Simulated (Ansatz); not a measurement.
## AlCo: how the free axis answers a strain

AlCo, Pm-3m, a = 2.852 Å. The structure is a Materials Project entry; whether it is the stable form wasn't checked. Ansatz: PBE, PAW, 420 eV, Γ-centred 18×18×18 mesh on 2 atoms, Gaussian smearing 0.10 eV; no spin polarisation. Series: uniaxial strain along a, with b, c and atoms relaxed; x is the strain in per cent. y is the change of c in per cent of 2.852 Å.

```tsv
x (%)	y (%)
-3.0	0.86
-2.0	0.57
-1.0	0.28
0.0	0.00
1.0	-0.30
2.0	-0.61
3.0	?
```

**Question.** Fit y = c1 x + c2 x² to the other rows, say what c1 measures, and predict the missing y.

**Answer.** Least squares on the rows shown. y = −0.2958 x − 0.003709 x². So −c1 = 0.296 is Poisson's ratio for this pair of axes. At x = 3.0 the fit asked for gives -0.92 %. The run gave -0.94 %, so the fit is 0.02 % too high, a small miss on the scale of the series.